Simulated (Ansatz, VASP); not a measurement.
# Two plane-wave programs on GaN

```xyz
4
Lattice="3.2011 0.0000 0.0000 -1.6005 2.7722 0.0000 0.0000 0.0000 5.2002" Properties=species:S:1:pos:R:3 pbc="T T T"
Ga    1.6005    0.9241    2.6001
Ga    0.0000    1.8481    0.0000
N     1.6005    0.9241    4.5502
N     0.0000    1.8481    1.9501
```

Alike in both runs: task single point; functional r2SCAN; dispersion rVV10; k mesh 10 × 10 × 5; occupations fermi-dirac, width 0.05 eV; no spin polarisation.

```csv
,VASP,Ansatz
version,VASP 6.6.1,Ansatz 0.2.0
potentials or method,"VASP PAW PBE potentials, release 64 (Ga_d, N)",Ansatz PAW
plane-wave cutoff (eV),520,500
valence electrons in the cell,36,36
```

```tsv
	VASP	Ansatz	Ansatz less VASP
gap on the k mesh at the Fermi level (eV)	2.20	2.21	+0.005
least direct gap on the mesh (eV)	2.20	2.21	+0.005
pressure (GPa)	-3.0	-4.0	-0.97
largest component of the traceless stress (GPa)	1.27	1.28	+0.007
rms of the force components (eV/Å)	0.074	0.078	+0.0038
```

Atom by atom the forces differ by 0.004 eV/Å (rms over components).

Caveats: the PAW data sets were made with another functional, which shifts forces and pressure a little (VASP); odd divisions of the mesh miss points on the zone boundary, where band edges often lie, so the gap on the mesh can be too wide (Ansatz); the PAW data sets come from PBE, with cores solved anew for the run's functional, which leaves a small shift of forces and pressure (Ansatz). r2SCAN opens gaps a little over a GGA but as a rule still falls short of measured ones.
